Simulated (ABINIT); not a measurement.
# GaN (P6_3mc): G0W0 in ABINIT against the k mesh

How does the gap of GaN (P6_3mc) converge in the k mesh?

Main program and level: ABINIT 10.8.3; PBE and many-body steps on it, plane waves.

The database entry behind the starting cell differs from later determinations by our own check (about 0.3 % short, ideal inner coordinate), so it need not match the best structure at ambient conditions.

**1. The structure**

Symmetry: P6_3mc, No. 186, hexagonal system. The conventional cell has a = 3.180 Å, b = 3.180 Å, c = 5.166 Å, α = 90.00°, β = 90.00°, γ = 120.00°. Nearest to Ga lie 4 N at 1.94 to 1.95 Å. Nearest to N lie 4 Ga at 1.94 to 1.95 Å. Farther neighbours and most contacts between anions are not listed.

Structure file:

```cif
data_structure
_symmetry_space_group_name_H-M 'P 1'
_symmetry_Int_Tables_number 1
_cell_length_a 3.1800
_cell_length_b 3.1800
_cell_length_c 5.1660
_cell_angle_alpha 90.000
_cell_angle_beta 90.000
_cell_angle_gamma 120.000
_cell_volume 45.24
loop_
_atom_site_label
_atom_site_type_symbol
_atom_site_fract_x
_atom_site_fract_y
_atom_site_fract_z
_atom_site_occupancy
Ga1 Ga 0.33333 0.66667 0.00000 1
Ga2 Ga 0.66667 0.33333 0.50000 1
N3 N 0.33333 0.66667 0.37500 1
N4 N 0.66667 0.33333 0.87500 1
```

The cell and positions come from the Crystallography Open Database and are kept as given unless a step says otherwise.

**2. Empty states on the mesh, 3×3×2 mesh, 161 bands**

This step: ABINIT 10.8.3; DFT, PBE, plane waves, norm-conserving pseudopotentials.

The sums over transitions need many empty states on a uniform mesh; this step solves for them.

run.abi reads:

```
acell 3*1.0 Angstrom
rprim 
  3.179999999980 0.000000000005 0.000000000000
  -1.589999999994 2.753960784015 0.000000000000
  0.000000000000 0.000000000000 5.166000000000
ntypat 2
znucl 31 7
natom 4
typat 1 1 2 2
xred 
  0.333333333333 0.666666666667 0.000000000000
  0.666666666667 0.333333333333 0.500000000000
  0.333333333333 0.666666666667 0.375000000000
  0.666666666667 0.333333333333 0.875000000000
pp_dirpath "pseudos"
pseudos "Ga.upf, N.upf"
ecut 36
ngkpt 3 3 2
nshiftk 1
shiftk 0 0 0
kptopt 1
chksymbreak 0
irdden 1
istwfk *1
nband 161
prtvol 0
optdriver 6
gwr_task "HDIAGO"
paral_kgb 0
occopt 1
indata_prefix "in"
outdata_prefix "out"
tmpdata_prefix "tmp"
```

Run with:

```bash
OMP_NUM_THREADS=1 mpirun -n 8 abinit run.abi > log
```

Numbers of over 12 decimals in the logs are rounded to 6 here.

The log of the run:

```text
.Version 10.8.3 of ABINIT. v10.8.2 released Aug 2026.

 Symmetries : space group P6_3 m c (#186); Bravais hP (primitive hexag.)
[... echo of the input left out ...]
== DATASET  1 ==================================================================
-   mpi_nproc: 8, omp_nthreads: 1 (-1 if OMP is not activated)

--- !DatasetInfo
iteration_state: {dtset: 1, }
dimensions: {natom: 4, nkpt: 6, mband: 161, nsppol: 1, nspinor: 1, nspden: 1, mpw: 3162, }
cutoff_energies: {ecut:  36.0, pawecutdg:  -1.0, }
[...]
Direct band gap semiconductor
 Fundamental gap:     2.006 (eV)
   VBM:     5.475 (eV) at k: [ 0.0000E+00,  0.0000E+00,  0.0000E+00]
   CBM:     7.481 (eV) at k: [ 0.0000E+00,  0.0000E+00,  0.0000E+00]
 Direct gap:         2.006 (eV) at k: [ 0.0000E+00,  0.0000E+00,  0.0000E+00]

== END DATASET(S) ==============================================================
================================================================================

 -outvars: echo values of variables after computation  --------
           etotal      0.0000000000E+00
            nband         161
             nkpt           6
          spgroup         186
 [... the other variables as echoed above ...]

 Calculation completed.
```

Elapsed: 29 s, on 8 MPI ranks of Intel Xeon Platinum 8488C (Sapphire Rapids), shared host; peak memory 4.3 GiB; 3.9 min of CPU time.

This step gave:

```
gap                                                           : 2.006 eV
k of the valence top                                          : 0, 0, 0
k of the conduction bottom                                    : 0, 0, 0
least direct gap                                              : 2.006 eV
k points computed                                             : 6
lowest point of the top converged band, above the valence top : 109.4511 eV
```

On this mesh the gap is 2.006 eV.

The density comes from a self-consistent run that is not shown.

**3. Empty states on the mesh, 3×3×1 mesh, 56 bands**

Edit run.abi of step 2 so:

```diff
@@ -17,3 +17,3 @@
 ecut 36
-ngkpt 3 3 2
+ngkpt 3 3 1
 nshiftk 1
@@ -22,10 +22,10 @@
 chksymbreak 0
+iscf -2
 irdden 1
 istwfk *1
-nband 161
+nband 56
+nbdbuf 4
+tolwfr 1e-09
+nstep 60
 prtvol 0
-optdriver 6
-gwr_task "HDIAGO"
-paral_kgb 0
-occopt 1
 indata_prefix "in"
```

The log of the run:

```text
.Version 10.8.3 of ABINIT. v10.8.2 released Aug 2026.

 Symmetries : space group P6_3 m c (#186); Bravais hP (primitive hexag.)
[... echo of the input left out ...]
== DATASET  1 ==================================================================
-   mpi_nproc: 8, omp_nthreads: 1 (-1 if OMP is not activated)
-    --> not optimal distribution: autoparal keyword recommended in input file <--

--- !DatasetInfo
iteration_state: {dtset: 1, }
dimensions: {natom: 4, nkpt: 3, mband: 56, nsppol: 1, nspinor: 1, nspden: 1, mpw: 3162, }
cutoff_energies: {ecut:  36.0, pawecutdg:  -1.0, }
[...]
1.27497    1.28074    1.41237    1.41237    1.47700    1.55266    1.55266    1.62081
   1.62081    1.62904    1.73065    1.74013    1.89027    1.93785    1.93799    2.03575
 prteigrs : prtvol=0 or 1, do not print more k-points.

== END DATASET(S) ==============================================================
================================================================================

 -outvars: echo values of variables after computation  --------
            nband          56
             nkpt           3
          spgroup         186
 [... the other variables as echoed above ...]

 Calculation completed.
```

The job ended after 6.6 s (8 MPI ranks; peak memory 0.53 GiB; 49 s of CPU time).

This step gave:

```
gap                                                           : 2.006 eV
k of the valence top                                          : 0, 0, 0
k of the conduction bottom                                    : 0, 0, 0
least direct gap                                              : 2.006 eV
k points computed                                             : 3
lowest point of the top converged band, above the valence top : 40.05 eV
```

On this mesh the gap is 2.006 eV.

**4. Empty states on the mesh, 6×6×4 mesh, 56 bands**

Edit run.abi of step 3 so:

```diff
@@ -17,3 +17,3 @@
 ecut 36
-ngkpt 3 3 1
+ngkpt 6 6 4
 nshiftk 1
```

The log of the run:

```text
.Version 10.8.3 of ABINIT. v10.8.2 released Aug 2026.

 Symmetries : space group P6_3 m c (#186); Bravais hP (primitive hexag.)
[... echo of the input left out ...]
== DATASET  1 ==================================================================
-   mpi_nproc: 8, omp_nthreads: 1 (-1 if OMP is not activated)

--- !DatasetInfo
iteration_state: {dtset: 1, }
dimensions: {natom: 4, nkpt: 21, mband: 56, nsppol: 1, nspinor: 1, nspden: 1, mpw: 3168, }
cutoff_energies: {ecut:  36.0, pawecutdg:  -1.0, }
[...]
1.27497    1.28074    1.41237    1.41237    1.47700    1.55266    1.55266    1.62081
   1.62081    1.62904    1.73065    1.74013    1.89027    1.93785    1.93799    2.03575
 prteigrs : prtvol=0 or 1, do not print more k-points.

== END DATASET(S) ==============================================================
================================================================================

 -outvars: echo values of variables after computation  --------
            nband          56
             nkpt          21
          spgroup         186
 [... the other variables as echoed above ...]

 Calculation completed.
```

Elapsed: 17 s, on 8 MPI ranks; peak memory 0.6 GiB.

This step gave:

```
gap                                                           : 2.006 eV
k of the valence top                                          : 0, 0, 0
k of the conduction bottom                                    : 0, 0, 0
least direct gap                                              : 2.006 eV
k points computed                                             : 21
lowest point of the top converged band, above the valence top : 38.50 eV
```

On this mesh the gap is 2.006 eV.

**5. Screening, 3×3×1 mesh, 52 bands, screening to 130.6 eV**

The RPA dielectric matrix is built and inverted for each q.

This step: RPA screening on PBE, plane waves, norm-conserving pseudopotentials.

Edit run.abi of step 4 so:

```diff
@@ -17,3 +17,3 @@
 ecut 36
-ngkpt 6 6 4
+ngkpt 3 3 1
 nshiftk 1
@@ -22,10 +22,11 @@
 chksymbreak 0
-iscf -2
-irdden 1
 istwfk *1
-nband 56
-nbdbuf 4
-tolwfr 1e-09
-nstep 60
-prtvol 0
+occopt 1
+irdwfk 1
+optdriver 3
+nband 52
+ecuteps 4.8
+inclvkb 2
+awtr 1
+symchi 1
 indata_prefix "in"
```

The log of the run:

```text
.Version 10.8.3 of ABINIT. v10.8.2 released Aug 2026.

 Symmetries : space group P6_3 m c (#186); Bravais hP (primitive hexag.)
[... echo of the input left out ...]
== DATASET  1 ==================================================================
-   mpi_nproc: 8, omp_nthreads: 1 (-1 if OMP is not activated)

--- !DatasetInfo
iteration_state: {dtset: 1, }
dimensions: {natom: 4, nkpt: 3, mband: 52, nsppol: 1, nspinor: 1, nspden: 1, mpw: 3162, }
cutoff_energies: {ecut:  36.0, pawecutdg:  -1.0, }
electrons: {nelect:   3.60000000E+01, charge:   0.00000000E+00, occopt:   1.00000000E+00, tsmear:   1.00000000E-02, }

 SCREENING: Calculation of the susceptibility and dielectric matrices

 Based on a program developped by R.W. Godby, V. Olevano, G. Onida, and L. Reining.
 Incorporated in ABINIT by V. Olevano, G.-M. Rignanese, and M. Torrent.
.Using double precision arithmetic ; gwpc =  8

[... cell and pseudopotentials left out ...]
--------------------------------------------------------------------------------

 ==== K-mesh for the wavefunctions ====
 Number of points in the irreducible wedge :     3
[... list of points left out ...]
 Together with 12 symmetry operations and time-reversal symmetry
 yields     9 points in the full Brillouin Zone.

 ==== Q-mesh for the screening function ====
 Number of points in the irreducible wedge :     3
[... list of points left out ...]
 Together with 12 symmetry operations and time-reversal symmetry
 yields     9 points in the full Brillouin Zone.

 setmesh: FFT mesh size selected  =    20x   20x   36
          total number of points  =        14400

 vcoul_init : cutoff-mode = AUXILIARY_FUNCTION
 q-points for optical limit:   1
     1)      0.000010    0.000020    0.000030

- screening: taking advantage of time-reversal symmetry
- Maximum band index for partially occupied states nbvw = 18
- Remaining bands to be divided among processors   nbcw = 34
- Number of bands treated by each node ~4

 Number of electrons calculated from density =   36.0000; Expected =   36.0000
 average of density, n =  0.117914
 r_s =    1.2651
 omega_plasma =   33.1237 [eV]

 calculating chi0 at frequencies [eV] :
  1    0.000000E+00    0.000000E+00
  2    0.000000E+00    3.312371E+01

--------------------------------------------------------------------------------
  q-point number  1        q = ( 0.000000, 0.000000, 0.000000) [r.l.u.]
--------------------------------------------------------------------------------
[... chi0 elements left out ...]
 For q-point:  0.000010 0.000020 0.000030
  dielectric constant =  12.0601
  dielectric constant without local fields =  13.0828

  Average fulfillment of the sum rule on Im[epsilon] for q-point    1 :     33.01  [%]
[... wings left out ...]
  q-point number  2        q = ( 0.333333, 0.000000, 0.000000) [r.l.u.]
--------------------------------------------------------------------------------
[... chi0 elements left out ...]
  Average fulfillment of the sum rule on Im[epsilon] for q-point    2 :     39.56  [%]

 [... 1 further q-points ...]
```

Elapsed: 3.6 s, on 8 MPI ranks; peak memory 0.76 GiB; 25 s of CPU time.

Numbers from this step:

```yaml
eps_infinity_with_local_fields_on_this_mesh_along_the_program_s_q_direction: 12.06
the_same_without_local_fields: 13.08
plasma_frequency: 33.12 eV
plane_waves_in_the_screening_matrix: 147
```

Local fields lower ε∞ by 8 %. On a Γ-centred mesh this coarse the value itself is usually too large, while a short band sum pulls it down.

**6. 3×3×1**

This step: G0W0 on PBE, plane waves, norm-conserving pseudopotentials.

Edit run.abi of step 5 so:

```diff
@@ -25,8 +25,15 @@
 irdwfk 1
-optdriver 3
+optdriver 4
 nband 52
+gwcalctyp 0
+ecutsigx 36
+symsigma 1
+nkptgw 1
+kptgw 
+  0.0000000000 0.0000000000 0.0000000000
+bdgw 
+  17 20
 ecuteps 4.8
-inclvkb 2
-awtr 1
-symchi 1
+irdscr 1
+ppmodel 1
 indata_prefix "in"
```

The log of the run:

```text
.Version 10.8.3 of ABINIT. v10.8.2 released Aug 2026.

 Symmetries : space group P6_3 m c (#186); Bravais hP (primitive hexag.)
[... echo of the input left out ...]
== DATASET  1 ==================================================================
-   mpi_nproc: 8, omp_nthreads: 1 (-1 if OMP is not activated)

--- !DatasetInfo
iteration_state: {dtset: 1, }
dimensions: {natom: 4, nkpt: 3, mband: 52, nsppol: 1, nspinor: 1, nspden: 1, mpw: 3162, }
cutoff_energies: {ecut:  36.0, pawecutdg:  -1.0, }
electrons: {nelect:   3.60000000E+01, charge:   0.00000000E+00, occopt:   1.00000000E+00, tsmear:   1.00000000E-02, }

 SIGMA: Calculation of the GW corrections

 Based on a program developped by R.W. Godby, V. Olevano, G. Onida, and L. Reining.
 Incorporated in ABINIT by V. Olevano, G.-M. Rignanese, and M. Torrent.
.Using double precision arithmetic ; gwpc =  8

[... cell and pseudopotentials left out ...]
--------------------------------------------------------------------------------

 ==== K-mesh for the wavefunctions ====
 Number of points in the irreducible wedge :     3
[... list of points left out ...]
 Together with 12 symmetry operations and time-reversal symmetry
 yields     9 points in the full Brillouin Zone.

 ==== Q-mesh for screening function ====
 Number of points in the irreducible wedge :     3
[... list of points left out ...]
 Together with 12 symmetry operations and time-reversal symmetry
 yields     9 points in the full Brillouin Zone.

 vcoul_init : cutoff-mode = AUXILIARY_FUNCTION
 q-points for optical limit:   1
     1)      0.000010    0.000020    0.000030
 setmesh: FFT mesh size selected  =    30x   30x   54
          total number of points  =        48600

 Number of electrons calculated from density =   36.0000; Expected =   36.0000
 average of density, n =  0.117914
 r_s =    1.2651
 omega_plasma =   33.1237 [eV]

 === KS Band Gaps ===
  >>>> For spin  1
   Minimum direct gap =   2.0056 [eV], located at k-point      :   0.0000  0.0000  0.0000
   Fundamental gap    =   2.0056 [eV], Top of valence bands at :   0.0000  0.0000  0.0000
                                       Bottom of conduction at :   0.0000  0.0000  0.0000
 SIGMA fundamental parameters:
 PLASMON POLE MODEL  1
 number of plane-waves for SigmaX                 3153
 number of plane-waves for SigmaC and W            147
 number of plane-waves for wavefunctions          3153
 number of bands                                    52
 number of independent spin polarizations            1
 number of spinorial components                      1
 number of k-points in IBZ                           3
 number of q-points in IBZ                           3
 number of symmetry operations                      12
 number of k-points in BZ                            9
 number of q-points in BZ                            9
 number of frequencies for dSigma/dE                 9
 frequency step for dSigma/dE [eV]                0.25
 number of omega for Sigma on real axis              0
 max omega for Sigma on real axis  [eV]           0.00
 zcut for avoiding poles [eV]                     0.10

 EPSILON^-1 parameters (SCR file):
 dimension of the eps^-1 matrix on file            147
 dimension of the eps^-1 matrix used               147
 number of plane-waves for wavefunctions          3153
 number of bands                                    52
 number of q-points in IBZ                           3
 number of frequencies                               2
 number of real frequencies                          1
 number of imag frequencies                          1

 matrix elements of self-energy operator (all in [eV])

 Perturbative Calculation

--- !SelfEnergy_ee
iteration_state: {dtset: 1, }
kpoint     : [   0.000,    0.000,    0.000, ]
spin       : 1
KS_gap     :    2.006
QP_gap     :    2.052
Delta_QP_KS:    0.047
data: !SigmaeeData |
     Band     E0 <VxcDFT>   SigX SigC(E0)      Z dSigC/dE  Sig(E)    E-E0       E
       17   5.475 -18.422 -21.449   3.942   0.790  -0.266 -17.699   0.722   6.198
       18   5.475 -18.422 -21.449   3.942   0.790  -0.266 -17.699   0.722   6.198
       19   7.481 -13.938  -9.349  -3.642   0.811  -0.233 -13.169   0.769   8.250
       20   9.813 -13.410  -8.354  -4.020   0.821  -0.218 -12.559   0.851  10.663

== END DATASET(S) ==============================================================
================================================================================

 -outvars: echo values of variables after computation  --------
           etotal      0.0000000000E+00
            nband          52
             nkpt           3
          spgroup         186
 [... the other variables as echoed above ...]

 Calculation completed.
```

It took 2.8 s on 8 MPI ranks; peak memory 0.1 GiB.

This step gave:

```yaml
g0w0_gap_on_the_points_computed: 2.052 eV
starting_gap_on_the_mesh: 2.006 eV
k_of_the_valence_top: 0, 0, 0
k_of_the_conduction_bottom: 0, 0, 0
z_at_the_valence_top: 0.79
z_at_the_conduction_bottom: 0.811
least_direct_g0w0_gap_on_the_computed_points: 2.052 eV
```

**7. Screening, 3×3×2 mesh, 52 bands, screening to 130.6 eV**

This step: RPA screening on PBE, plane waves, norm-conserving pseudopotentials.

Edit run.abi of step 6 so:

```diff
@@ -17,3 +17,3 @@
 ecut 36
-ngkpt 3 3 1
+ngkpt 3 3 2
 nshiftk 1
@@ -25,15 +25,8 @@
 irdwfk 1
-optdriver 4
+optdriver 3
 nband 52
-gwcalctyp 0
-ecutsigx 36
-symsigma 1
-nkptgw 1
-kptgw 
-  0.0000000000 0.0000000000 0.0000000000
-bdgw 
-  17 20
 ecuteps 4.8
-irdscr 1
-ppmodel 1
+inclvkb 2
+awtr 1
+symchi 1
 indata_prefix "in"
```

The log of the run:

```text
.Version 10.8.3 of ABINIT. v10.8.2 released Aug 2026.

 Symmetries : space group P6_3 m c (#186); Bravais hP (primitive hexag.)
[... echo of the input left out ...]
== DATASET  1 ==================================================================
-   mpi_nproc: 8, omp_nthreads: 1 (-1 if OMP is not activated)

--- !DatasetInfo
iteration_state: {dtset: 1, }
dimensions: {natom: 4, nkpt: 6, mband: 52, nsppol: 1, nspinor: 1, nspden: 1, mpw: 3162, }
cutoff_energies: {ecut:  36.0, pawecutdg:  -1.0, }
electrons: {nelect:   3.60000000E+01, charge:   0.00000000E+00, occopt:   1.00000000E+00, tsmear:   1.00000000E-02, }

 SCREENING: Calculation of the susceptibility and dielectric matrices

 Based on a program developped by R.W. Godby, V. Olevano, G. Onida, and L. Reining.
 Incorporated in ABINIT by V. Olevano, G.-M. Rignanese, and M. Torrent.
.Using double precision arithmetic ; gwpc =  8

[... cell and pseudopotentials left out ...]
--------------------------------------------------------------------------------

 ==== K-mesh for the wavefunctions ====
 Number of points in the irreducible wedge :     6
[... list of points left out ...]
 Together with 12 symmetry operations and time-reversal symmetry
 yields    18 points in the full Brillouin Zone.

 ==== Q-mesh for the screening function ====
 Number of points in the irreducible wedge :     6
[... list of points left out ...]
 Together with 12 symmetry operations and time-reversal symmetry
 yields    18 points in the full Brillouin Zone.

 setmesh: FFT mesh size selected  =    20x   20x   36
          total number of points  =        14400

 vcoul_init : cutoff-mode = AUXILIARY_FUNCTION
 q-points for optical limit:   1
     1)      0.000010    0.000020    0.000030

- screening: taking advantage of time-reversal symmetry
- Maximum band index for partially occupied states nbvw = 18
- Remaining bands to be divided among processors   nbcw = 34
- Number of bands treated by each node ~4

 Number of electrons calculated from density =   36.0000; Expected =   36.0000
 average of density, n =  0.117914
 r_s =    1.2651
 omega_plasma =   33.1237 [eV]

 calculating chi0 at frequencies [eV] :
  1    0.000000E+00    0.000000E+00
  2    0.000000E+00    3.312371E+01

--------------------------------------------------------------------------------
  q-point number  1        q = ( 0.000000, 0.000000, 0.000000) [r.l.u.]
--------------------------------------------------------------------------------
[... chi0 elements left out ...]
 For q-point:  0.000010 0.000020 0.000030
  dielectric constant =   9.2835
  dielectric constant without local fields =   9.9310

  Average fulfillment of the sum rule on Im[epsilon] for q-point    1 :     33.22  [%]
[... wings left out ...]
  q-point number  2        q = ( 0.333333, 0.000000, 0.000000) [r.l.u.]
--------------------------------------------------------------------------------
[... chi0 elements left out ...]
  Average fulfillment of the sum rule on Im[epsilon] for q-point    2 :     39.66  [%]

 [... 4 further q-points ...]
```

Elapsed: 5.1 s, on 8 MPI ranks; peak memory 0.86 GiB; 37 s of CPU time.

Numbers from this step:

| Quantity | Value |
| --- | --- |
| ε∞ with local fields, on this mesh, along the program's q direction | 9.284 |
| the same without local fields | 9.931 |
| plasma frequency | 33.12 eV |
| plane waves in the screening matrix | 147 |

(Part 1 of 2 ends here.)

[Paths, hosts, dates, memory and timing lines, banners, echoed tables and standing remarks are left out of the program output.]

[Logs are printed without paths, hosts, clocks, repeated set-up lines and the standing remarks that a program may print on its own settings, such as how far it seeks lower states.]

[Runs of the session that timed out or met a known fault of the program may be left out.]

[Hosts, paths, dates, database ids (printed as entryN), source tags and the programs' standing remarks are cut or masked in the printed files.]

[G0W0 gaps are taken among the corrected bands and points alone; a level outside them can change the order at an edge.]

[Where Ansatz stands beside ABINIT at settings called matched, ABINIT's density can come from a denser mesh and the files from another edition; pairs whose starting gaps differed by over 0.03 eV were left out, so agreement reads better than it is.]
